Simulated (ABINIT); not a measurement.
A run of ABINIT 10.8.3 (patched build) is set up as follows.

File run.abi:

```
pp_dirpath "./"
pseudos "Mg.GGA_PBE-JTH.xml"

acell 3*1.0 Angstrom
rprim
     3.2093000000     0.0000000000     0.0000000000
    -1.6046500000     2.7793353284     0.0000000000
     0.0000000000     0.0000000000     5.2103000000
ntypat 1
znucl 12
natom 2
typat 1 1
xred
     0.6666666667     0.3333333333     0.7500000000
     0.3333333333     0.6666666667     0.2500000000

ecut 517.016339 eV
pawecutdg 38.0

kptopt 1
ngkpt 8 8 4
nshiftk 1
shiftk 0.0 0.0 0.0

ixc -116133

nband 14
occopt 3
tsmear 0.00183747

nstep 100
tolvrs 1.0e-9

iomode 3
prtwf 0
prteig 0
prtebands 0
prtden 1
prtvha 1
prtvclmb 1
prtpot 1
```

Potentials or basis: JTH PAW PBE v2.0.

Command:

```bash
$ abinit run.abi > log 2>&1
```

What does it give for the pressure?

-1.6 GPa.

Predict the band gap on the k mesh.

none (metal or under the smearing width).

Stress tensor (GPa, compression positive):
```
-1.90  0.00  0.00
 0.00 -1.90  0.00
 0.00  0.00 -0.85
```

Caveat: the PAW data sets were made with another functional, which shifts forces and pressure a little.
